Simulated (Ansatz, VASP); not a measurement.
# InSb3: VASP beside Ansatz

```
In Sb
1.0
     0.00000    3.82764    3.82764
     3.82764    0.00000    3.82764
     3.82764    3.82764    0.00000
In Sb
1 3
Direct
  0.00000 0.00000 0.00000
  0.25000 0.25000 0.25000
  0.75000 0.75000 0.75000
  0.50000 0.50000 0.50000
```

Alike in both runs: task single point; functional PBE; k mesh 10 × 10 × 10; occupations gaussian, width 0.1 eV; no spin polarisation.

|  | VASP | Ansatz |
| --- | --- | --- |
| version | VASP 6.6.1 | Ansatz 0.2.0 |
| potentials or method | VASP PAW PBE potentials, release 64 (In_d, Sb) | scalar-relativistic, plane waves, PAW |
| plane-wave cutoff (eV) | 520 | 420 |
| valence electrons in the cell | 28 | 58 |

Ansatz gave:

| Item | Value |
| --- | --- |
| gap on the k mesh at the Fermi level (eV) | none |
| pressure (GPa) | -1.4 |

Problem. What did VASP give for the same quantities?

Solution. gap on the k mesh at the Fermi level (eV): none; pressure (GPa): -1.5.

A gap of «none» marks a metal or a gap that the smearing closes. With one functional, cell and mesh, what is left measures potentials, basis and numerics. The two sets of potentials don't hold the same shells in valence.

The runs have no spin-orbit coupling, so splittings on Sb are missing.
